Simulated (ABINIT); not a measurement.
# AlN (F-43m) in ABINIT: a series of runs, part 2 of 2

ABINIT 10.8.3 (patched build). Earlier steps stand in the parts before.

**4. Equation of state, PBE+D2**

run.abi

```
ndtset 7
getwfk -1
scalecart1 3*0.9795861087
scalecart2 3*0.9864848297
scalecart3 3*0.9932883884
scalecart4 3*1.0000000000
scalecart5 3*1.0066227096
scalecart6 3*1.0131594038
scalecart7 3*1.0196128224

pp_dirpath "./"
pseudos "Al.GGA_PBE-JTH.xml, N.GGA_PBE-JTH.xml"

acell 3*1.0 Angstrom
rprim
     0.0000000000     2.1839935596     2.1839935596
     2.1839935596     0.0000000000     2.1839935596
     2.1839935596     2.1839935596     0.0000000000
ntypat 2
znucl 13 7
natom 2
typat 1 2
xred
     0.0000000000     0.0000000000     0.0000000000
     0.2500000000     0.2500000000     0.2500000000

ecut 680.284656 eV
pawecutdg 47.0

kptopt 1
ngkpt 10 10 10
nshiftk 1
shiftk 0.0 0.0 0.0

ixc 11
vdw_xc 5

nband 8
occopt 3
tsmear 0.00183747

nstep 100
tolvrs 1.0e-9

iomode 3
prtwf 1
prtden 0
prteig 0
prtebands 0
enunit 2
```

Potentials or basis: JTH PAW PBE v2.0.

Command:

```bash
$ abinit run.abi > log 2>&1
```

run.abo:

```text
.Version 10.8.3 of ABINIT
 DATASET    1 : space group F-4 3 m (#216); Bravais cF (face-center cubic)
================================================================================
 Values of the parameters that define the memory need for DATASET  1.
     intxc =       0    ionmov =       0      iscf =      17    lmnmax =       8
     lnmax =       4     mgfft =      27  mpssoang =       2    mqgrid =    3001
     natom =       2  nloc_mem =       2    nspden =       1   nspinor =       1
    nsppol =       1      nsym =      24    n1xccc =       1    ntypat =       2
    occopt =       3   xclevel =       2
       mpw =         804          nfft =       19683          nkpt =          47
 PAW method is used; the additional fine FFT grid is defined by:
   mgfftf=        36    nfftf =     46656
================================================================================
================================================================================
[... 71 lines left out ...]
 DATASET    7 : space group F-4 3 m (#216); Bravais cF (face-center cubic)
[... 1533 lines left out ...]
                      -0.0000000000E+00 -0.0000000000E+00 -0.0000000000E+00
            fcart5     2.0254065615E-30  2.0254065615E-30 -6.0762196846E-30
                      -2.0254065615E-30 -2.0254065615E-30  6.0762196846E-30
[... 38 lines left out ...]
                       0.0000000000E+00  0.0000000000E+00  0.0000000000E+00
           xangst1     0.0000000000E+00  0.0000000000E+00  0.0000000000E+00
                       1.0697048762E+00  1.0697048762E+00  1.0697048762E+00
           xangst2     0.0000000000E+00  0.0000000000E+00  0.0000000000E+00
                       1.0772382574E+00  1.0772382574E+00  1.0772382574E+00
           xangst3     0.0000000000E+00  0.0000000000E+00  0.0000000000E+00
                       1.0846677215E+00  1.0846677215E+00  1.0846677215E+00
           xangst4     0.0000000000E+00  0.0000000000E+00  0.0000000000E+00
                       1.0919967798E+00  1.0919967798E+00  1.0919967798E+00
           xangst5     0.0000000000E+00  0.0000000000E+00  0.0000000000E+00
                       1.0992287574E+00  1.0992287574E+00  1.0992287574E+00
           xangst6     0.0000000000E+00  0.0000000000E+00  0.0000000000E+00
                       1.1063668064E+00  1.1063668064E+00  1.1063668064E+00
           xangst7     0.0000000000E+00  0.0000000000E+00  0.0000000000E+00
                       1.1134139187E+00  1.1134139187E+00  1.1134139187E+00
             xred      0.0000000000E+00  0.0000000000E+00  0.0000000000E+00
                       2.5000000000E-01  2.5000000000E-01  2.5000000000E-01
 Calculation completed.
```

It took 65 s on 1 thread of Arm Neoverse V1, shared host; peak memory 0.13 GiB.

What came out:

- Equilibrium volume: 10.56 Å³/atom
- Bulk modulus: 193 GPa
- Pressure derivative of the bulk modulus: 3.7

Energy against volume, from the lowest point:
```csv
volume (Å³/atom),energy (meV/atom)
9.792,37.53
10.001,19.14
10.209,7.18
10.417,0.91
10.626,0.00
10.834,3.92
11.042,12.15
```

Caveat: the cutoff is too short for stress, so the log's stress isn't used; pressures at fixed basis lie under the slope of the energies.

**5. Equation of state, PBE**

run.abi: that of step 4 with these lines changed.

```diff
@@ -1 +1,2 @@
+# Datasets: one volume each
 ndtset 7
@@ -10,5 +11,7 @@
 
+# Pseudopotentials
 pp_dirpath "./"
-pseudos "Al.GGA_PBE-JTH.xml, N.GGA_PBE-JTH.xml"
+pseudos "13_Al_3_1.9_1.9_pbe_n_v1.0.psp8, 07_N_5_1.2_1.4_pbe_n_v1.0.psp8"
 
+# Structure
 acell 3*1.0 Angstrom
@@ -26,5 +29,6 @@
 
-ecut 680.284656 eV
-pawecutdg 47.0
+# Plane-wave basis
+ecut 34.0
 
+# k points
 kptopt 1
@@ -34,5 +38,6 @@
 
+# Exchange and correlation
 ixc 11
-vdw_xc 5
 
+# Bands and occupations
 nband 8
@@ -41,5 +46,7 @@
 
+# SCF cycle
 nstep 100
-tolvrs 1.0e-9
+tolvrs 1.0e-10
 
+# Output
 iomode 3
@@ -49,2 +56 @@
 prtebands 0
-enunit 2
```

Potentials or basis: SPMS NC PBE v1.0.

Command:

```bash
$ abinit run.abi > log 2>&1
```

Run time: 76 s. Hardware: 1 thread of Arm Neoverse V1, shared host; peak memory 0.11 GiB.

The run converged. Its results:

```yaml
Equilibrium_volume: 10.67 Å³/atom
Bulk_modulus: 193 GPa
Pressure_derivative_of_the_bulk_modulus: 3.9
```

Energy against volume, from the lowest point:
```tsv
volume (Å³/atom)	energy (meV/atom)
9.792	49.94
10.001	28.02
10.209	12.80
10.417	3.65
10.626	0.00
10.834	1.37
11.042	7.29
```

Caveat: pressures at fixed basis lie under the slope of the energies.

**6. Equation of state, rPW86PBE**

run.abi: that of step 5 with these lines changed.

```diff
@@ -13,10 +13,10 @@
 pp_dirpath "./"
-pseudos "13_Al_3_1.9_1.9_pbe_n_v1.0.psp8, 07_N_5_1.2_1.4_pbe_n_v1.0.psp8"
+pseudos "Al.upf, N.upf"
 
 # Structure
-acell 3*1.0 Angstrom
+acell 3.0886333121 3.0886333121 3.0886333121 Angstrom
 rprim
-     0.0000000000     2.1839935596     2.1839935596
-     2.1839935596     0.0000000000     2.1839935596
-     2.1839935596     2.1839935596     0.0000000000
+     0.0000000000     0.7071067812     0.7071067812
+     0.7071067812     0.0000000000     0.7071067812
+     0.7071067812     0.7071067812     0.0000000000
 ntypat 2
@@ -30,3 +30,3 @@
 # Plane-wave basis
-ecut 34.0
+ecut 1142.878222 eV
 
@@ -39,3 +39,3 @@
 # Exchange and correlation
-ixc 11
+ixc -144130
 
@@ -56 +56,2 @@
 prtebands 0
+enunit 2
```

Potentials or basis: PseudoDojo NC SR PBE v0.4.1 standard.

Command:

```bash
$ abinit run.abi > log 2>&1
```

Run time: 2.1 min. Hardware: 1 thread of Arm Neoverse V1, shared host; peak memory 0.12 GiB.

The run converged. Its results:

- Equilibrium volume: 10.92 Å³/atom
- Bulk modulus: 180 GPa
- Pressure derivative of the bulk modulus: 3.9

Energy against volume, from the lowest point:
| volume (Å³/atom) | energy (meV/atom) |
| --- | --- |
| 9.792 | 77.72 |
| 10.001 | 49.74 |
| 10.209 | 28.58 |
| 10.417 | 13.60 |
| 10.626 | 4.24 |
| 10.834 | 0.00 |
| 11.042 | 0.41 |

Caveat: pressures at fixed basis lie under the slope of the energies; the potentials were made for another functional, which shifts forces and pressure.

**7. The runs side by side**

| task | level | potentials or basis | cutoff (eV) | fine-grid cutoff | gap on the mesh (eV) | V0 of scaled cells (Å³/atom) | B0 (GPa) |
| --- | --- | --- | --- | --- | --- | --- | --- |
| band structure | BP86 | JTH PAW PBE v2.0 | 680 | 1278.94 eV | 3.41 | - | - |
| band structure | HLE16 | PseudoDojo NC SR PBE v0.4.1 standard | 1143 | - | 4.49 | - | - |
| equation of state | PBE+D2 | JTH PAW PBE v2.0 | 680 | 1278.94 eV | - | 10.56 | 193 |
| equation of state | PBE | SPMS NC PBE v1.0 | 925 | - | - | 10.67 | 193 |
| equation of state | rPW86PBE | PseudoDojo NC SR PBE v0.4.1 standard | 1143 | - | - | 10.92 | 180 |

Alike in all rows: no spin polarisation; cell as given; k mesh 10 × 10 × 10; smearing fermi-dirac 0.05 eV.

Caveats: pressures at fixed basis lie under the slope of the energies (some runs); the potentials were made for another functional, which shifts forces and pressure (some runs); the PAW data sets were made with another functional, which shifts forces and pressure a little (some runs); the cell as given lies far from equilibrium (some runs); the potentials were made for a functional far from this one (some runs); so large a pressure means that the cell lies far from this level's equilibrium, or that cutoff or potentials fall short (some runs).

Absolute energies hang on the potentials; compare differences alone.
